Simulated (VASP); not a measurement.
ZnO, 20 atoms in the cell. The cell holds a slab with vacuum, 20 atoms: a = 3.237 Å, b = 5.224 Å, c = 27.147 Å, α = 90.00°, β = 90.00°, γ = 90.00°. 

```yaml
Program: VASP 6.6.1
Task: relaxation of the atoms
Functional: PBEsol
Potentials_or_basis: VASP PAW PBE potentials, release 64 (Zn, O)
Cutoff: 520 eV
k_mesh: 8 × 5 × 1
Occupations: gaussian, width 0.03 eV
Spin: no spin polarisation
Dipole_correction: yes
Further_INCAR_settings: ALGO = Normal; EDIFF = 1e-06; IBRION = 2; EDIFFG = -0.02; NSW = 80
```

Potentials or basis: VASP PAW PBE potentials, release 64 (Zn, O).

Run with:

```console
$ cat potpaw_PBE.64/Zn/POTCAR potpaw_PBE.64/O/POTCAR > POTCAR
$ mpirun -np 1 vasp_std > vasp.out
```

Hardware: 1 × NVIDIA H100 80GB with 1 thread of AMD EPYC 7R13 Processor (Zen 3) (shared host).

Estimate the wall time of this run.

Wall time 48 min on 1 × NVIDIA H100 80GB with 1 thread of AMD EPYC 7R13 Processor (Zen 3), with other jobs on the host, peak memory 1.7 GiB. Counts: scf iterations 284, k points 15, ion steps 23.
